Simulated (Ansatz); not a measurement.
# Which way does NaCl + LiF ⇌ NaF + LiCl run?

Plane-wave DFT in Ansatz with scalar-relativistic PAW potentials, cutoff 420 eV, Γ-centred meshes chosen by cell and gap, Gaussian smearing with energies taken to zero width. Every cell was relaxed (cell and atoms) in a run of its own, within the symmetry of its start. Functional: PBE.

Total energies hold large constants for each element; a whole number of eV per atom of each element is taken off below, which cancels in a balanced reaction.

```csv
compound,lowest structure computed,structures tried,V (Å³/atom),gap on mesh (eV),"E (eV per formula unit, common shift removed)"
NaCl,Fm-3m,2,23.06,5.00,-4.5550
LiF,P6_3mc,5,10.37,7.60,-5.1851
NaF,Fm-3m,4,12.98,6.09,-5.4313
LiCl,P6_3mc,6,20.98,5.94,-3.8856
```

**Question.** Work out the reaction energy at 0 K.

**Answer.** ΔE = E(NaF) + E(LiCl) − E(NaCl) − E(LiF) = 0.423 eV, or 41 kJ per mole of reaction (106 meV/atom). The left side is lower: Na takes Cl and Li takes F. The smaller cation ends with the smaller anion, the pairing that gives the greater sum of ionic lattice energies, which go as 1/(r₊ + r₋). All four are computed as solids; where they are solids at ordinary conditions entropy changes little. A lower structure that wasn't tried would shift the value, and mixed crystals may lie lower than either side. This functional puts LiF lowest in P6_3mc, which isn't its usual phase at room temperature. This functional puts LiCl lowest in P6_3mc, which isn't its usual phase at room temperature.